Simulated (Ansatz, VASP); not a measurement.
## One calculation of AlN, two programs

```xyz
2
Lattice="0.0000 2.1193 2.1193 2.1193 0.0000 2.1193 2.1193 2.1193 0.0000" Properties=species:S:1:pos:R:3 pbc="T T T"
Al    0.0000    0.0000    0.0000
N     1.0597    1.0597    1.0597
```

Change from the starting cell: hydrostatic strain -3.0%.

Alike in both runs: task single point; functional r2SCAN; k mesh 10 × 10 × 10; no spin polarisation.

|  | VASP | Ansatz |
| --- | --- | --- |
| version | VASP 6.6.1 | Ansatz 0.2.0 |
| potentials or method | VASP PAW PBE potentials, release 64 (Al, N) | plane waves, PAW |
| plane-wave cutoff (eV) | 520 | 500 |
| occupations | gaussian, width 0.01 eV | fixed |
| valence electrons in the cell | 8 | 8 |

Ansatz gave:

- gap on the k mesh at the Fermi level (eV): 4.01
- pressure (GPa): 22.9

Task: What did VASP give for the same quantities?

Result: gap on the k mesh at the Fermi level (eV): 4.00; pressure (GPa): 22.6.

Caveats: so large a pressure means that the cell lies far from this level's equilibrium, or that cutoff or potentials fall short (VASP); the potentials were made for another functional, which shifts forces and pressure (VASP). A k mesh can miss the band edges.
